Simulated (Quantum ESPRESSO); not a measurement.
Crystal: Si2Ni.

```
CELL_PARAMETERS angstrom
0.00000 2.70300 2.70300
2.70300 0.00000 2.70300
2.70300 2.70300 0.00000
ATOMIC_POSITIONS crystal
Ni 0.00000 0.00000 0.00000
Si 0.75000 0.75000 0.75000
Si 0.25000 0.25000 0.25000
```

Base run:

| Item | Value |
| --- | --- |
| Program | Quantum ESPRESSO 7.5 |
| Functional | PBE |
| Potentials or basis | SSSP 1.3 efficiency PBE |
| Cutoff | 748 eV |
| Density cutoff | 5987 eV |
| k mesh | 9 × 9 × 9 |
| Occupations | fermi-dirac, width 0.05 eV |
| Spin | collinear spin, ferromagnetic start |
| Starting moments | [1.0, 0.0, 0.0] μB |

Its results: band gap on the k mesh none (metal or under the smearing width); pressure 4.1 GPa; net moment 0.00 μB per cell.

Q: The run is repeated on the same cell with these changes: functional from PBE to PBEsol; potentials or basis from SSSP 1.3 efficiency PBE to GBRV 1.5 PBEsol; cutoff from 748 eV to 612 eV; density cutoff from 5987 eV to 4898 eV. What comes out?

A: Band gap on the k mesh none (metal or under the smearing width); pressure -0.8 GPa; net moment 0.00 μB per cell.

Not every run made on this cell is shown here.
